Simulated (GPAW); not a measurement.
# TiB2 (P6/mmm) in GPAW: single point with LDA+U

Aim: the single point of TiB2 with LDA+U.

Everything below comes from runs of GPAW 26.7.0. Logs are shortened: lines on timing, memory, paths and dates and some standing lists are left out, and cuts for length are marked. The log counts tension as positive stress, the text compression.

### Step 1. The crystal as given

It takes space group P6/mmm (No. 191, hexagonal). The conventional cell has a = 3.029 Å, b = 3.029 Å, c = 3.228 Å, α = 90.00°, β = 90.00°, γ = 120.00°. Around Ti (site symmetry 6/mmm) lie 12 B at 2.38 Å. B (site symmetry -6m2) is surrounded by 3 B at 1.75 Å.

### Step 2. Single point, LDA+U

The input, run.py:

```python
from ase.dft.bandgap import bandgap
from ase.io import read, write
from ase.units import GPa
from gpaw import GPAW, PW, setup_paths

setup_paths.insert(0, '.')

atoms = read('TiB2.xyz')

calc = GPAW(mode=PW(600),
            xc='LDA',
            kpts={'size': (8, 8, 7), 'gamma': True},
            occupations={'name': 'fermi-dirac', 'width': 0.05},
            setups={'Ti': ':d,8.0'},
            nbands=20,
            maxiter=120,
            txt='gpaw.txt')
atoms.calc = calc
energy = atoms.get_potential_energy()
forces = atoms.get_forces()
stress = atoms.get_stress()
calc.write('gs.gpw')
write('result.traj', atoms)
print(f'Energy: {energy:.6f} eV')
print('Forces (eV/A):')
print(forces.round(4))
print('Stress (GPa):', (stress / GPa).round(3))
print('Fermi level:', round(calc.get_fermi_level(), 4), 'eV')
print(f'Gap: {bandgap(calc)[0]:.4f} eV, direct: {bandgap(calc, direct=True)[0]:.4f} eV')
```

The input, TiB2.xyz:

```xyz
3
Lattice="3.0292000000 0.0000000000 0.0000000000 -1.5146000000 2.6233641531 0.0000000000 0.0000000000 0.0000000000 3.2284000000" Properties=species:S:1:pos:R:3 pbc="T T T"
Ti     0.0000000000      0.0000000000      0.0000000000
B      1.5146000002      0.8744547176      1.6142000000
B     -0.0000000002      1.7489094355      1.6142000000
```

Potentials or basis: PAW data sets generated in the run's folder for this functional, pw.

Launch:

```console
$ gpaw-setup -f LDA B Ti
$ OMP_NUM_THREADS=1 python run.py
```

gpaw.txt:

```text
__  _  _
 | _ |_)|_||  |
 |__||  | ||/\| - 26.7.0

Input parameters:
  mode=PW(ecut=600.0),
  kpts=MonkhorstPack(size=(8, 8, 7), gamma=True),
  maxiter=120,
  nbands=20,
  occupations=Occupations(name='fermi-dirac', width=0.05),
  setups={'Ti': ':d,8.0'},
  xc=XC(name='LDA')

Diagonalizing LCAO Hamiltonian
Converting LCAO to pw mode

         B  B

       Ti

Atoms  # Å, Bohr magnetons
|   | symbol |         x |        y |        z |    initial magnetic moments |
|---|--------|-----------|----------|----------|-----------------------------|
| 0 |     Ti |  0.000000 | 0.000000 | 0.000000 | ( 0.0000,  0.0000,  0.0000) |
| 1 |      B |  1.514600 | 0.874455 | 1.614200 | ( 0.0000,  0.0000,  0.0000) |
| 2 |      B | -0.000000 | 1.748909 | 1.614200 | ( 0.0000,  0.0000,  0.0000) |

Unit cell  # Å
| periodic |         x |        y |        z |  lengths |     angles |
|----------|-----------|----------|----------|----------|------------|
|      yes |  3.029200 | 0.000000 | 0.000000 | 3.029200 |  90.000000 |
|      yes | -1.514600 | 2.623364 | 0.000000 | 3.029200 |  90.000000 |
|      yes |  0.000000 | 0.000000 | 3.228400 | 3.228400 | 120.000000 |

Number of symmetries: 24
Symmetry operations  # r_c * U_cc + t_c -> r_c
|    | kind |            matrix            |
|----|------|------------------------------|
|  0 |  σ   |  1, 1, 0,  0,-1, 0,  0, 0, 1 |
|  1 |  C2  |  1, 1, 0,  0,-1, 0,  0, 0,-1 |
|  2 |  C6  |  1, 1, 0, -1, 0, 0,  0, 0, 1 |
|  3 |  S6  |  1, 1, 0, -1, 0, 0,  0, 0,-1 |
|  4 |  E   |  1, 0, 0,  0, 1, 0,  0, 0, 1 |
|  5 |  σ   |  1, 0, 0,  0, 1, 0,  0, 0,-1 |
|  6 |  σ   |  1, 0, 0, -1,-1, 0,  0, 0, 1 |
|  7 |  C2  |  1, 0, 0, -1,-1, 0,  0, 0,-1 |
|  8 |  σ   |  0, 1, 0,  1, 0, 0,  0, 0, 1 |
|  9 |  C2  |  0, 1, 0,  1, 0, 0,  0, 0,-1 |
| 10 |  C3  |  0, 1, 0, -1,-1, 0,  0, 0, 1 |
| 11 |  S3  |  0, 1, 0, -1,-1, 0,  0, 0,-1 |
| 12 |  C6  |  0,-1, 0,  1, 1, 0,  0, 0, 1 |
| 13 |  S6  |  0,-1, 0,  1, 1, 0,  0, 0,-1 |
| 14 |  σ   |  0,-1, 0, -1, 0, 0,  0, 0, 1 |
| 15 |  C2  |  0,-1, 0, -1, 0, 0,  0, 0,-1 |
| 16 |  σ   | -1, 0, 0,  1, 1, 0,  0, 0, 1 |
| 17 |  C2  | -1, 0, 0,  1, 1, 0,  0, 0,-1 |
| 18 |  C2  | -1, 0, 0,  0,-1, 0,  0, 0, 1 |
| 19 |  i   | -1, 0, 0,  0,-1, 0,  0, 0,-1 |
| 20 |  C3  | -1,-1, 0,  1, 0, 0,  0, 0, 1 |
| 21 |  S3  | -1,-1, 0,  1, 0, 0,  0, 0,-1 |
| 22 |  σ   | -1,-1, 0,  0, 1, 0,  0, 0, 1 |
| 23 |  C2  | -1,-1, 0,  0, 1, 0,  0, 0,-1 |

BZ-sampling:
  Number of BZ points: 448
  Number of IBZ points: 40

  Monkhorst-Pack size: [8, 8, 7]
  Monkhorst-Pack shift: [0.0625, 0.0625, 0.0]

K-points  # in reciprocal-cell coordinates
|     |                                coordinates |     weight |
|-----|--------------------------------------------|------------|
|   0 | (  0.00000000,   0.00000000,   0.00000000) | 0.00223214 |
|   1 | (  0.00000000,   0.00000000,   0.14285714) | 0.00446429 |
|   2 | (  0.00000000,   0.00000000,   0.28571429) | 0.00446429 |
|   3 | (  0.00000000,   0.00000000,   0.42857143) | 0.00446429 |
|   4 | (  0.12500000,   0.00000000,   0.00000000) | 0.01339286 |
|   5 | (  0.12500000,   0.00000000,   0.14285714) | 0.02678571 |
|   6 | (  0.12500000,   0.00000000,   0.28571429) | 0.02678571 |
|   7 | (  0.12500000,   0.00000000,   0.42857143) | 0.02678571 |
|   8 | (  0.25000000,  -0.12500000,   0.00000000) | 0.01339286 |
|   9 | (  0.25000000,  -0.12500000,   0.14285714) | 0.02678571 |
| ... |                                            |            |
|  39 | (  0.50000000,   0.50000000,   0.42857143) | 0.01339286 |

Plane wave coefficients: 869
Cutoff: 600.0 eV

Spin-components: 1 (collinear spins)
Bands:           20
Projectors:      16
Spin-degeneracy: 2
Datatype:        complex128

Parallelization:
  kpt:    1
  domain: 1
  band:   1

Density:
  Valence electrons: 18.0
  Components: 1
  Grid points: [18 18 20]
  Charge: 0.0  # |e|

Potential:
  Grid points: [18 18 20]

species:
  Ti:
    name:    Titanium
    Z:       22.0
    valence: 12
    core:    10
    charge:  0.0  # [|e|]
    Hubbard: {U: 8.0,  # eV
              l: 2,
              scale: True}
    compensation charges:
      type: gauss
      rc: 0.38  # [Å]
      lmax: 2
    cutoffs:
      filter: 2.23  # [Å]
      core: 1.02  # [Å]
    projectors
    | kind |    occ | energy [eV] | rcut [Å] |
    |------|--------|-------------|----------|
    |   3s |  2.000 |     -62.257 |    1.270 |
    |   4s |  2.000 |      -4.593 |    1.270 |
    |   3p |  6.000 |     -38.791 |    1.058 |
    |   4p |  0.000 |      -1.536 |    1.058 |
    |   3d |  2.000 |      -4.463 |    1.058 |
    |    d |        |      22.748 |    1.058 |

    Using partial waves for Ti as LCAO basis

  B:
    name:    Boron
    Z:       5.0
    valence: 3
    core:    2
    charge:  0.0  # [|e|]
    compensation charges:
      type: gauss
      rc: 0.20  # [Å]
      lmax: 2
    cutoffs:
      filter: 1.14  # [Å]
      core: 1.42  # [Å]
    projectors
    | kind |    occ | energy [eV] | rcut [Å] |
    |------|--------|-------------|----------|
    |   2s |  2.000 |      -9.383 |    0.635 |
    |   2p |  1.000 |      -3.714 |    0.635 |
    |    s |        |      17.828 |    0.635 |
    |    p |        |      23.498 |    0.635 |
    |    d |        |       0.000 |    0.635 |

    Using partial waves for B as LCAO basis

Reference energy: -24499.177627  # eV

eigensolver:
  PPCG
  Converge bands: occupied
  niter=2

density mixing:
  MSR1-Mixer
  Pratt-step length: 0.05
  Maximum mixing coefficient: 0.75
  Old densities: 10
  SVD Regularization: 0.005
  Good broyden scale: 1.0
  Trust region scale: 1.0
  Backstep threshold: 4.0
  History deletion threshold: 6.0
  Fourier metric: weight=20.0, sigma=0.015

occupation numbers:
  Fermi-Dirac:
    width: 0.0500  # eV

poisson solver:
  ecut: 4800.0  # eV

xc functional:
  name: None

convergence criteria:
- Maximum [total energy] change in last 3 cyles: 0.0005 eV / valence electron
- Maximum integral of absolute [dens]ity change: 0.0001 electrons / valence electron
- Maximum integral of absolute [eigenst]ate change: 4e-08 eV^2 / valence electron
maximum number of iterations: 120

SCF iterations
|iter     | |      energy | eigst |  dens |
|---------|-|-------------|-------|-------|
|iter:   1| |  -23.209990 | +0.27 |       |
|iter:   2| |  -22.195928 | -2.21 | -0.80 |
|iter:   3| |  -19.452481 | -0.74 | -0.86 |
|iter:   4| |  -19.389183 | -2.33 | -1.60 |
|iter:   5| |  -19.397187 | -3.46 | -1.99 |
|iter:   6| |  -19.396457c| -3.95 | -2.46 |
|iter:   7| |  -19.396638c| -5.54 | -3.27 |
|iter:   8| |  -19.396681c| -6.31 | -3.65 |
|iter:   9| |  -19.396687c| -6.90 | -4.07c|
|iter:  10| |  -19.396688c| -7.72c| -4.91c|

Converged in 10 steps
Energy contributions relative to reference atoms: (reference = -24499.177627)

Energy contributions:
  Kinetic:          14.764691
  Coulomb:         -14.223866
  Zero:              0.214610
  External:          0.000000
  Xc:              -20.151820
  Entropy:          -0.000607
  Spinorbit:         0.000000
  ----------------------------
  Free energy:     -19.396991
  Extrapolated:    -19.396688

dipole moment: (-4.902605, -8.491562, -10.450001)  # |e|*Ang

Fermi level: 12.363
Eigenvalues  # (at kpt = [0.000, 0.000, 0.000])
| band index |      eig [eV] | occ [0-2] |
|------------|---------------|-----------|
|          0 |       -46.942 |     2.000 |
|          1 |       -23.542 |     2.000 |
|          2 |       -23.197 |     2.000 |
|          3 |       -23.197 |     2.000 |
|          4 |        -1.872 |     2.000 |
|          5 |         9.146 |     2.000 |
[... 9 lines left out ...]
|         15 |        18.596 |     0.000 |
|         16 |        20.960 |     0.000 |
|        ... |               |           |
|         19 |        35.453 |     0.000 |

No gap
No difference between direct/indirect transitions

Forces  # eV/Ang
|        x |        y |       z |
|----------|----------|---------|
|  0.00000 | -0.00000 | 0.00000 |  # Ti   0
| -0.00000 |  0.00000 | 0.00000 |  # B    1
|  0.00000 | -0.00000 | 0.00000 |  # B    2

Stress tensor  # eV/Ang^3
|         x |         y |         z |
|-----------|-----------|-----------|
|  0.011772 | -0.000000 |  0.000000 |
| -0.000000 |  0.011772 |  0.000000 |
|  0.000000 |  0.000000 | -0.012071 |

# Writing to gs.gpw (mode='')
```

It took 14 s on 1 thread of Arm Neoverse V2, shared host; peak memory 0.15 GiB.

Results:

* Free energy: -19.3970 eV
* Pressure: -0.6 GPa
* Band gap on the k mesh: none (metal or under the smearing width)

Caveat: the cutoff is short for stress and forces, so pressures can be off by a GPa or more; U without spin polarisation on a metal has little footing; the U is typed as a test and isn't derived for this compound.
